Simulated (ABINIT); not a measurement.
# WC (Qusongite) (P-6m2) in ABINIT: settings compared

Aim: see how the results for WC (Qusongite) move with the level of theory and the settings. Levels: LDA, PBE. Tasks: single point.

Everything below comes from runs of ABINIT 10.8.3 (patched build). Logs are shortened: lines on timing, memory, paths and dates and some standing lists are left out, and cuts for length are marked. The log counts tension as positive stress, the text compression.

**1. The crystal as given**

It takes space group P-6m2 (No. 187, hexagonal). Conventional cell: a = 2.907 Å, b = 2.907 Å, c = 2.837 Å, α = 90.00°, β = 90.00°, γ = 120.00°. Around W (site symmetry -6m2) lie 6 C at 2.20 Å. Around C (site symmetry -6m2) lie 6 W at 2.20 Å.

**2. Single point, LDA**

Contents of run.abi:

```
pp_dirpath "./"
pseudos "W.LDA_PW-JTH.xml, C.LDA_PW-JTH.xml"

acell 3*1.0
rprim
     5.4924889812     0.0000000000     0.0000000000
    -2.7462444906     4.7566349877     0.0000000000
     0.0000000000     0.0000000000     5.3603971251
ntypat 2
znucl 74 6
natom 2
typat 1 2
xred
     0.0000000000     0.0000000000     0.0000000000
     0.6666666667     0.3333333333     0.5000000000

ecut 435.382180 eV
pawecutdg 32.0

kptopt 1
ngkpt 8 8 7
nshiftk 1
shiftk 0.0 0.0 0.0

ixc 7

nband 13
occopt 3
tsmear 0.05 eV

nstep 100
tolvrs 1.0e-9

iomode 3
prtwf 0
prtden 0
prteig 0
prtebands 0
```

Potentials or basis: JTH PAW LDA v2.0.

Command:

```sh
$ mpirun --bind-to none -np 4 abinit run.abi > log 2>&1
```

run.abo:

```text
.Version 10.8.3 of ABINIT
 Symmetries : space group P-6 m 2 (#187); Bravais hP (primitive hexag.)
================================================================================
 Values of the parameters that define the memory need of the present run
     intxc =       0    ionmov =       0      iscf =      17    lmnmax =      18
     lnmax =       6     mgfft =      20  mpssoang =       3    mqgrid =    3001
     natom =       2  nloc_mem =       2    nspden =       1   nspinor =       1
    nsppol =       1      nsym =      12    n1xccc =       1    ntypat =       2
    occopt =       3   xclevel =       1
       mpw =         437          nfft =        8000          nkpt =          40
Pmy_natom=         1
 PAW method is used; the additional fine FFT grid is defined by:
   mgfftf=        30    nfftf =     27000
================================================================================
================================================================================

--------------------------------------------------------------------------------
------------- Echo of variables that govern the present computation ------------
--------------------------------------------------------------------------------
 -outvars: echo values of preprocessed input variables --------
            acell      1.0000000000E+00  1.0000000000E+00  1.0000000000E+00 Bohr
              amu      1.83850000E+02  1.20110000E+01
             ecut      1.60000000E+01 Hartree
              ixc           7
         kptrlatt        8    0    0      0    8    0      0    0    7
          kptrlen      3.75227799E+01
            natom           2
            nband          13
            ngfft          20      20      20
          ngfftdg          30      30      30
             nkpt          40
            nstep         100
             nsym          12
           ntypat           2
           occopt           3
        pawecutdg      3.20000000E+01 Hartree
           prtden           0
        prtebands           0
           prteig           0
            prtwf           0
            rprim      5.4924889812E+00  0.0000000000E+00  0.0000000000E+00
                      -2.7462444906E+00  4.7566349877E+00  0.0000000000E+00
                       0.0000000000E+00  0.0000000000E+00  5.3603971251E+00
          spgroup         187
           tolvrs      1.00000000E-09
           tsmear      1.83746611E-03 Hartree
            typat      1  2
           useylm           1
           xangst      0.0000000000E+00  0.0000000000E+00  0.0000000000E+00
                       1.4532499990E+00  8.3903427812E-01  1.4182999990E+00
            xcart      0.0000000000E+00  0.0000000000E+00  0.0000000000E+00
                       2.7462444906E+00  1.5855449959E+00  2.6801985626E+00
             xred      0.0000000000E+00  0.0000000000E+00  0.0000000000E+00
                       6.6666666667E-01  3.3333333333E-01  5.0000000000E-01
            znucl       74.00000    6.00000

================================================================================

 chkinp: Checking input parameters for consistency.

================================================================================
== DATASET  1 ==================================================================

--- !DatasetInfo
iteration_state: {dtset: 1, }
dimensions: {natom: 2, nkpt: 40, mband: 13, nsppol: 1, nspinor: 1, nspden: 1, mpw: 437, }
cutoff_energies: {ecut:  16.0, pawecutdg:  32.0, }
electrons: {nelect:   1.80000000E+01, charge:   0.00000000E+00, occopt:   3.00000000E+00, tsmear:   1.83746611E-03, }
meta: {optdriver: 0, ionmov: 0, optcell: 0, iscf: 17, paral_kgb: 0, }
...

 Exchange-correlation functional for the present dataset will be:
  LDA: Perdew-Wang 92 LSD fit to Ceperley-Alder data - ixc=7
  J.P.Perdew and Y.Wang, PRB 45, 13244 (1992)

 Real(R)+Recip(G) space primitive vectors, cartesian coordinates (Bohr,Bohr^-1):
 R(1)=  5.4924890  0.0000000  0.0000000  G(1)=  0.1820668  0.1051163  0.0000000
 R(2)= -2.7462445  4.7566350  0.0000000  G(2)=  0.0000000  0.2102327  0.0000000
 R(3)=  0.0000000  0.0000000  5.3603971  G(3)=  0.0000000  0.0000000  0.1865533
 Unit cell volume ucvol=  1.4004448E+02 bohr^3
 Angles (23,13,12)=  9.00000000E+01  9.00000000E+01  1.20000000E+02 degrees

 Coarse grid specifications (used for wave-functions):

 getcut: wavevector=  0.0000  0.0000  0.0000  ngfft=  20  20  20
         ecut(hartree)=     16.000   => boxcut(ratio)=   2.02225

 Fine grid specifications (used for densities):

 getcut: wavevector=  0.0000  0.0000  0.0000  ngfft=  30  30  30
         ecut(hartree)=     32.000   => boxcut(ratio)=   2.14651

--- Pseudopotential description ------------------------------------------------
- pspini: atom type   1  psp file is ./W.LDA_PW-JTH.xml
 Pseudopotential format is: paw10
[... 39 lines left out ...]
 ETOT 14  -75.118565409531    -4.887E-11 7.668E-05 9.613E-09
 ETOT 15  -75.118565409593    -6.226E-11 2.187E-05 2.606E-08
 ETOT 16  -75.118565409484     1.095E-10 3.088E-05 1.484E-10

 At SCF step   16       nres2   =  1.48E-10 < tolvrs=  1.00E-09 =>converged.

 Cartesian components of stress tensor (hartree/bohr^3)
  sigma(1 1)=  3.32331227E-04  sigma(3 2)=  0.00000000E+00
  sigma(2 2)=  3.32331227E-04  sigma(3 1)=  0.00000000E+00
  sigma(3 3)=  4.35207015E-04  sigma(2 1)=  0.00000000E+00

--- !ResultsGS
iteration_state: {dtset: 1, }
comment   : Summary of ground state results
lattice_vectors:
- [  5.4924890,   0.0000000,   0.0000000, ]
- [ -2.7462445,   4.7566350,   0.0000000, ]
- [  0.0000000,   0.0000000,   5.3603971, ]
lattice_lengths: [   5.49249,    5.49249,    5.36040, ]
lattice_angles: [ 90.000,  90.000, 120.000, ] # degrees, (23, 13, 12)
lattice_volume:   1.4004448E+02
convergence: {deltae:  1.095E-10, res2:  1.484E-10, residm:  3.088E-05, diffor: null, }
etotal    :  -7.51185654E+01
entropy   :   0.00000000E+00
fermie    :   3.64730841E-01
cartesian_stress_tensor: # hartree/bohr^3
- [  3.32331227E-04,   0.00000000E+00,   0.00000000E+00, ]
- [  0.00000000E+00,   3.32331227E-04,   0.00000000E+00, ]
- [  0.00000000E+00,   0.00000000E+00,   4.35207015E-04, ]
pressure_GPa:  -1.0786E+01
xred      :
- [  0.0000E+00,   0.0000E+00,   0.0000E+00,  W]
- [  6.6667E-01,   3.3333E-01,   5.0000E-01,  C]
cartesian_forces: # hartree/bohr
- [  0.00000000E+00,   0.00000000E+00,  -0.00000000E+00, ]
- [  0.00000000E+00,   0.00000000E+00,  -0.00000000E+00, ]
force_length_stats: {min:   0.00000000E+00, max:   0.00000000E+00, mean:   0.00000000E+00, }
...

 Integrated electronic density in atomic spheres:
 ------------------------------------------------
 Atom  Sphere_radius  Integrated_density
    1        2.41189         11.92208006
    2        1.50737          2.48230331

================================================================================

 ----iterations are completed or convergence reached----

 Mean square residual over all n,k,spin=   59.397E-09; max=  30.884E-06
 reduced coordinates (array xred) for    2 atoms
       0.000000000000      0.000000000000      0.000000000000
       0.666666666667      0.333333333333      0.500000000000
 rms dE/dt=  6.2184E-28; max dE/dt=  1.0771E-27; dE/dt below (all hartree)
    1       0.000000000000      0.000000000000      0.000000000000
    2       0.000000000000      0.000000000000      0.000000000000

 cartesian coordinates (angstrom) at end:
    1      0.00000000000000     0.00000000000000     0.00000000000000
    2      1.45324999900754     0.83903427812236     1.41829999903425

 cartesian forces (hartree/bohr) at end:
    1      0.00000000000000     0.00000000000000    -0.00000000000000
    2      0.00000000000000     0.00000000000000    -0.00000000000000
 frms,max,avg= 0.0000000E+00 0.0000000E+00   0.000E+00  0.000E+00  0.000E+00 h/b

 cartesian forces (eV/Angstrom) at end:
    1      0.00000000000000     0.00000000000000    -0.00000000000000
    2      0.00000000000000     0.00000000000000    -0.00000000000000
 frms,max,avg= 0.0000000E+00 0.0000000E+00   0.000E+00  0.000E+00  0.000E+00 e/A
 length scales=  1.000000000000  1.000000000000  1.000000000000 bohr
              =  0.529177210544  0.529177210544  0.529177210544 angstroms
 Fermi (or HOMO) energy (hartree) =   0.36473   Average Vxc (hartree)=  -0.50415
 Eigenvalues (hartree) for nkpt=  40  k points:
 kpt#   1, nband= 13, wtk=  0.00223, kpt=  0.0000  0.0000  0.0000 (reduced coord)
  -2.35932   -1.03546   -1.03102   -1.03102   -0.16701    0.20063    0.23684    0.23684
   0.36324    0.47625    0.47625    0.56522    0.56522
      occupation numbers for kpt#   1
   2.00000    2.00000    2.00000    2.00000    2.00000    2.00000    2.00000    2.00000
   1.38380    0.00000    0.00000    0.00000    0.00000
 prteigrs : prtvol=0 or 1, do not print more k-points.

--- !EnergyTerms
iteration_state     : {dtset: 1, }
comment             : Components of total free energy in Hartree
kinetic             :  1.01380381355763E+01
hartree             :  1.07330592531046E+01
xc                  : -9.77555365681523E+00
Ewald energy        : -6.60113243272677E+01
psp_core            :  6.51483191331976E+00
local_psp           : -3.06785465777033E+01
PAW spherical_terms :  3.96099547115368E+00
internal            : -7.51184997886318E+01
'-kT*entropy'       : -6.61887159765252E-05
total_energy        : -7.51185659773478E+01
total_energy_eV     : -2.04408031305382E+03
...

--- !EnergyTermsDC
iteration_state     : {dtset: 1, }
comment             : '"Double-counting" decomposition of free energy'
band_energy         : -9.28404188118570E+00
Ewald energy        : -6.60113243272677E+01
psp_core            :  6.51483191331976E+00
xc_dc               : -1.39336478857353E+01
PAW spherical_terms :  7.59568296010110E+00
internal            : -7.51184992207678E+01
'-kT*entropy'       : -6.61887159765252E-05
total_energy_dc     : -7.51185654094838E+01
total_energy_dc_eV  : -2.04408029760145E+03
...

--- !EnergyTermsWithPAWCore
iteration_state     : {dtset: 1, }
comment             : 'Components of total free energy, including PAW core contributions'
Total energy        : -1.61713897061488E+04
Total energy DC     : -1.61713897055809E+04
Total energy (eV)   : -4.40045931428295E+05
Total energy DC (eV): -4.40045931412843E+05
...

 Cartesian components of stress tensor (hartree/bohr^3)
  sigma(1 1)=  3.32331227E-04  sigma(3 2)=  0.00000000E+00
  sigma(2 2)=  3.32331227E-04  sigma(3 1)=  0.00000000E+00
  sigma(3 3)=  4.35207015E-04  sigma(2 1)=  0.00000000E+00

-Cartesian components of stress tensor (GPa)         [Pressure= -1.0786E+01 GPa]
- sigma(1 1)=  9.77752226E+00  sigma(3 2)=  0.00000000E+00
- sigma(2 2)=  9.77752227E+00  sigma(3 1)=  0.00000000E+00
- sigma(3 3)=  1.28042324E+01  sigma(2 1)=  0.00000000E+00

== END DATASET(S) ==============================================================
================================================================================

 -outvars: echo values of variables after computation  --------
            acell      1.0000000000E+00  1.0000000000E+00  1.0000000000E+00 Bohr
           etotal     -7.5118565409E+01
            fcart      0.0000000000E+00  0.0000000000E+00 -0.0000000000E+00
                       0.0000000000E+00  0.0000000000E+00 -0.0000000000E+00
            rprim      5.4924889812E+00  0.0000000000E+00  0.0000000000E+00
                      -2.7462444906E+00  4.7566349877E+00  0.0000000000E+00
                       0.0000000000E+00  0.0000000000E+00  5.3603971251E+00
           strten      3.3233122680E-04  3.3233122729E-04  4.3520701507E-04
                       0.0000000000E+00  0.0000000000E+00  0.0000000000E+00
           xangst      0.0000000000E+00  0.0000000000E+00  0.0000000000E+00
                       1.4532499990E+00  8.3903427812E-01  1.4182999990E+00
             xred      0.0000000000E+00  0.0000000000E+00  0.0000000000E+00
                       6.6666666667E-01  3.3333333333E-01  5.0000000000E-01
 Calculation completed.
```

Run time: 3.8 s. Hardware: 4 MPI ranks of Intel Xeon Platinum 8488C (Sapphire Rapids), shared host; peak memory 0.28 GiB.

What came out:

* Free energy: -2044.0803 eV
* Pressure: -10.8 GPa
* Band gap on the k mesh: none (metal or under the smearing width)
* Valence electrons inside the program's atomic spheres: W 11.92; C 2.48

Spin-orbit coupling is left out, which matters for the levels of W.

**3. Single point, PBE**

Contents of run.abi:

```
# Pseudopotentials
pp_dirpath "./"
pseudos "W.upf, C.upf"

# Structure
acell 3*1.0 Angstrom
rprim
     2.9065000000     0.0000000000     0.0000000000
    -1.4532500000     2.5171028361     0.0000000000
     0.0000000000     0.0000000000     2.8366000000
ntypat 2
znucl 74 6
natom 2
typat 1 2
xcart
     0.0000000000     0.0000000000     0.0000000000
     2.7462444909     1.5855449958     2.6801985626

# Plane-wave basis
ecut 31.0

# k points
kptopt 1
ngkpt 8 8 7
nshiftk 1
shiftk 0.0 0.0 0.0

# Exchange and correlation
ixc 11

# Bands and occupations
nband 13
occopt 3
tsmear 0.00183747

# SCF cycle
nstep 100
tolvrs 1.0e-10

# Output
iomode 3
prtwf 0
prtden 0
prteig 0
prtebands 0
enunit 1
```

Potentials or basis: PseudoDojo NC SR PBE v0.4.1 standard.

Command:

```sh
$ mpirun --bind-to none -np 4 abinit run.abi > log 2>&1
```

run.abo:

```text
.Version 10.8.3 of ABINIT
 Symmetries : space group P-6 m 2 (#187); Bravais hP (primitive hexag.)
================================================================================
 Values of the parameters that define the memory need of the present run
     intxc =       0    ionmov =       0      iscf =       7    lmnmax =       8
     lnmax =       8     mgfft =      30  mpssoang =       4    mqgrid =    3001
     natom =       2  nloc_mem =       1    nspden =       1   nspinor =       1
    nsppol =       1      nsym =      12    n1xccc =    2501    ntypat =       2
    occopt =       3   xclevel =       2
       mpw =        1168          nfft =       27000          nkpt =          40
================================================================================
================================================================================

--------------------------------------------------------------------------------
------------- Echo of variables that govern the present computation ------------
--------------------------------------------------------------------------------
 -outvars: echo values of preprocessed input variables --------
            acell      1.8897261259E+00  1.8897261259E+00  1.8897261259E+00 Bohr
              amu      1.83850000E+02  1.20110000E+01
             ecut      3.10000000E+01 Hartree
           enunit           1
              ixc          11
         kptrlatt        8    0    0      0    8    0      0    0    7
          kptrlen      3.75227799E+01
[... 161 lines left out ...]

--- !EnergyTerms
iteration_state     : {dtset: 1, }
comment             : Components of total free energy in Hartree
kinetic             :  2.44094182962381E+01
hartree             :  8.73705014601910E+00
xc                  : -1.87453701901975E+01
Ewald energy        : -6.60113242821039E+01
psp_core            :  2.05917091217140E+00
local_psp           : -4.47311048651550E+01
non_local_psp       :  1.23961910525576E+01
internal            : -8.18859689304704E+01
'-kT*entropy'       : -6.46361475542619E-05
total_energy        : -8.18860335666179E+01
total_energy_eV     : -2.22823248753261E+03
band_energy         : -4.24997831419500E+00
...

 Cartesian components of stress tensor (hartree/bohr^3)
  sigma(1 1)= -1.51504555E-04  sigma(3 2)=  0.00000000E+00
  sigma(2 2)= -1.51504555E-04  sigma(3 1)=  0.00000000E+00
  sigma(3 3)= -1.22229787E-04  sigma(2 1)=  0.00000000E+00

-Cartesian components of stress tensor (GPa)         [Pressure=  4.1703E+00 GPa]
- sigma(1 1)= -4.45741791E+00  sigma(3 2)=  0.00000000E+00
- sigma(2 2)= -4.45741791E+00  sigma(3 1)=  0.00000000E+00
- sigma(3 3)= -3.59612449E+00  sigma(2 1)=  0.00000000E+00

== END DATASET(S) ==============================================================
================================================================================

 -outvars: echo values of variables after computation  --------
            acell      1.8897261259E+00  1.8897261259E+00  1.8897261259E+00 Bohr
           etotal     -8.1886033567E+01
            fcart      7.6600211174E-31  4.4225152541E-31 -0.0000000000E+00
                      -7.6600211174E-31 -4.4225152541E-31 -0.0000000000E+00
            rprim      2.9065000000E+00  0.0000000000E+00  0.0000000000E+00
                      -1.4532500000E+00  2.5171028361E+00  0.0000000000E+00
                       0.0000000000E+00  0.0000000000E+00  2.8366000000E+00
           strten     -1.5150455528E-04 -1.5150455528E-04 -1.2222978689E-04
                       0.0000000000E+00  0.0000000000E+00  0.0000000000E+00
           xangst      0.0000000000E+00  0.0000000000E+00  0.0000000000E+00
                       1.4532500000E+00  8.3903427870E-01  1.4183000000E+00
             xred      0.0000000000E+00  0.0000000000E+00  0.0000000000E+00
                       6.6666666667E-01  3.3333333333E-01  5.0000000000E-01
 Calculation completed.
```

Wall time 6.9 s (4 MPI ranks of Arm Neoverse V1, shared host); peak memory 0.24 GiB.

Results:

| Quantity | Value |
| --- | --- |
| Free energy | -2228.2325 eV |
| Band gap on the k mesh | none (metal or under the smearing width) |
| Valence electrons inside the program's atomic spheres | W 10.18; C 4.09 |

Caveat: the cutoff is too short for stress, so the log's stress isn't used. Spin-orbit coupling is left out, which matters for the levels of W.
